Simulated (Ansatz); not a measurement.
Ansatz input file:

```yaml
crystal:
  lattice:
    - [2.5665286974, 0.0, 0.0]
    - [-1.2832643487, 2.2226790515, 0.0]
    - [0.0, 0.0, 4.2390759743]
  atoms:
    - { symbol: B, position: [0.33333333, 0.66666667, 0.25] }
    - { symbol: B, position: [0.66666667, 0.33333333, 0.75] }
basis:
  ecutwfc: 420
kpoints:
  mp_grid: { grid: [18, 18, 10] }
hamiltonian:
  xc: pbe
scf:
  occupations: { method: gaussian, width: 0.1 }
output:
  forces: true
  stress: true
  eigenvalues: true
```

It can be run as
```bash
ansatz run input.yaml --threads 1 --pin off --backend cpu --events-out ev --progress --plain --runs-dir out  # memory cap (--max-ram) not shown
```

All numbers below come from DFT PBE, scalar-relativistic, plane waves, PAW (Ansatz).

From the run's log, abridged (final results; tables in files aren't shown):

```
SCF 1 converged in 6 iterations: F = -306.062118 eV  dr2 = 1.88e-12
SCF converged after 6 iterations
Free energy (F): -306.062118 eV
Harris-Foulkes:  -306.062118 eV  (|F-HF|=7.39e-13)
Internal energy: -306.057215 eV  (E = F + TS)
E sigma→0 (E₀):  -306.059667 eV
Entropy (-TS):   -0.004903 eV (-2.452 meV/atom)
Fermi energy:    4.890305 eV
--- Per-component energies (eV) ---
  E_band       = 2.185972
  E_kinetic    = 67.636123
  E_local      = -29.646249  (includes V_loc(G=0)·N_el)
  E_nonlocal   = 28.020024
  E_hartree    = 2.799764
  E_xc         = -55.602416
  E_vxc        = -64.971355  (∫ρ·V_xc dr)
  E_paw        = -156.188625  (= ΣΔE_a)
  E_vpaw       = -4.452102  (= ΣTr[D̂ρ^β])
  E_aug_tail   = -0.000002  (compensation charges beyond the density's cutoff)
  E_ewald      = -163.075835
  E_smearing   = -0.004903  (= −TS)
--- Forces (eV/Å), atoms counted from 1 ---
  atom   1  B      0.00000000     0.00000000     0.00000000
  atom   2  B      0.00000000     0.00000000     0.00000000
--- Stress (GPa, compression-positive) ---
      -35.950017       0.000000       0.000000
        0.000000     -35.950017       0.000000
        0.000000       0.000000     -34.112814
  P = ⅓ Tr σ = -35.3376 GPa (-353.376 kbar)
--- Band table (eV; the first three rows and the last of 222) ---
  k-point 0: bands = ["-6.7556", "0.1366", "0.3380", "12.1304", "12.1304", "13.3368", "13.4510"]
  k-point 1: bands = ["-6.6844", "-1.0677", "1.6567", "12.1619", "12.1619", "13.0666", "13.4188"]
  k-point 2: bands = ["-6.4708", "-2.2435", "3.1720", "12.2544", "12.2544", "12.2956", "13.3261"]
  k-point 221: bands = ["2.7628", "2.7628", "3.1392", "3.1392", "3.9957", "3.9957", "11.3700"]
```

The run converged.